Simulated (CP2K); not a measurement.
Runs of CP2K 2026.2 on Hf. It takes space group P6_3/mmc (No. 194, hexagonal). Conventional cell: a = 3.197 Å, b = 3.197 Å, c = 5.058 Å, α = 90.00°, β = 90.00°, γ = 120.00°. Hf (site symmetry -6m2) is surrounded by 12 Hf at 3.13 to 3.20 Å. 

```csv
level,cutoff radius of the dispersion sum (A),gap on the mesh (eV),pressure (GPa)
BLYP+D3(BJ),20,none,(a)
BLYP+D3,20,none,-4.2
BLYP+D4,20,none,(b)
BLYP,-,none,3.5
BLYP+D3(BJ)+ATM,20,none,-4.7
```

Alike in all rows: task single point; potentials or basis GTH_POTENTIALS Hf GTH-PBE-q12; TZVP-MOLOPT-PBE-GTH basis; no spin polarisation; cell as given; k mesh 10 × 10 × 5; smearing fermi-dirac 0.05 eV.

Problem. Fill in the values left out.

Solution. (a) -5.0; (b) 0.7.

Caveats: the potentials were made for another functional, which shifts forces and pressure; the basis of atomic orbitals isn't converged, which shifts pressures, moduli and gaps; pairwise dispersion overbinds metals, which lowers pressure and volume (some runs).

A k mesh can miss the band edges, and the runs leave out spin-orbit coupling on Hf.

A gap of «none» marks a metal or a gap under the smearing width.

Runs at the PBE level aren't shown here.
